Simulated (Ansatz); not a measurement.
Runs of Ansatz 0.2.0 on SiNi. The structure is cubic, space group P2_13 (No. 198). The conventional cell has a = 4.504 Å, b = 4.504 Å, c = 4.504 Å, α = 90.00°, β = 90.00°, γ = 90.00°. Ni (site symmetry 3) has 7 Si at 2.36 to 2.44 Å as nearest neighbours. Around Si (site symmetry 3) lie 7 Ni at 2.36 to 2.44 Å. The cell is a database's computed one.

```tsv
level	U	hubbard projectors	double counting	gap on the mesh (eV)	pressure (GPa)	moment (μB)	largest force (eV/Å)
PBEsol+U	Ni d U = 3 eV	ortho-atomic (the default)	fll (the default)	none	-5.4	0.00	0.09
PBEsol+U	Ni d U = 8 eV	ortho-atomic (the default)	fll (the default)	none	-5.7	0.00	0.15
PBEsol	-	-	-	none	-4.6	0.00	(a)
PBEsol+U	Ni d U = 6 eV	ortho-atomic (the default)	fll (the default)	none	-5.7	0.00	0.13
PBEsol+U	Ni d U = 4 eV	ortho-atomic (the default)	fll (the default)	none	(b)	0.00	0.10
```

Alike in all rows: task band structure; potentials or basis Ansatz PAW; spin collinear, ferromagnetic start; cell as given; k mesh 6 × 6 × 6; cutoff (eV) 420; smearing fermi-dirac 0.05 eV.

Problem. Fill in the values left out.

Solution. (a) 0.04; (b) -5.6.

Caveats: the PAW data sets come from PBE, with cores solved anew for the run's functional, which leaves a small shift of forces and pressure; the starting moments weren't kept; the magnetic or orbital state may not be the lowest (some runs); the U is typed as a test and isn't derived for this compound (some runs).

A gap of «none» marks a metal or a gap under the smearing width.
